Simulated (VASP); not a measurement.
**Mn: single point with PBE**

Crystal: Mn.

```
Mn
1.0
    -1.54050    1.54050    1.54050
     1.54050   -1.54050    1.54050
     1.54050    1.54050   -1.54050
Mn
1
Direct
  0.00000 0.00000 0.00000
```

This isn't the form of Mn at room conditions, which is a 58-atom cubic cell.

| Property | Result |
| --- | --- |
| Program | VASP 6.6.1 |
| Task | single point |
| Functional | PBE |
| Potentials or basis | VASP PAW PBE potentials, release 64 (Mn_pv) |
| Cutoff | 520 eV |
| k mesh | 12 × 12 × 12 |
| Occupations | fermi-dirac, width 0.05 eV |
| Spin | collinear spin, ferromagnetic start |
| Starting moments | [4.0] μB |
| Further INCAR settings | ALGO = Normal; EDIFF = 1e-07; NBANDS = 16 |

- Pressure: -10.2 GPa
- Band gap on the k mesh: none (metal or under the smearing width)
- Net moment: 3.05 μB per cell
- Site moments: Mn +2.97 μB
- Valence electrons inside the program's atomic spheres: Mn 11.56

Levels at points of the mesh, in eV from the Fermi level:
Spin up:
```tsv
k point	band 5	band 6	band 7	band 8	band 9	band 10	band 11	band 12
(0.00, 0.00, 0.00)	-1.81	-1.81	-1.81	-0.62	-0.62	21.03	21.03	21.03
(0.50, 0.00, 0.00)	-2.69	-0.64	-0.47	0.27	0.42	5.86	15.46	16.51
(0.50, 0.50, 0.50)	-3.73	0.20	0.20	0.20	8.03	8.03	8.03	13.53
```
Spin down:
```
           k point  band 2  band 3  band 4  band 5  band 6  band 7  band 8  band 9
(0.00, 0.00, 0.00)  -45.59  -45.59   -6.85    0.89    0.89    0.89    2.41    2.41
(0.50, 0.00, 0.00)  -45.69  -45.59   -2.28   -0.24    0.72    2.35    2.65    3.43
(0.50, 0.50, 0.50)  -45.81  -45.81   -1.65   -1.65    3.17    3.17    3.17    8.84
```

Run time: 37 s on 1 thread of Intel(R) Xeon(R) Platinum 8488C (Sapphire Rapids), with other jobs on the host, peak memory 0.14 GiB.
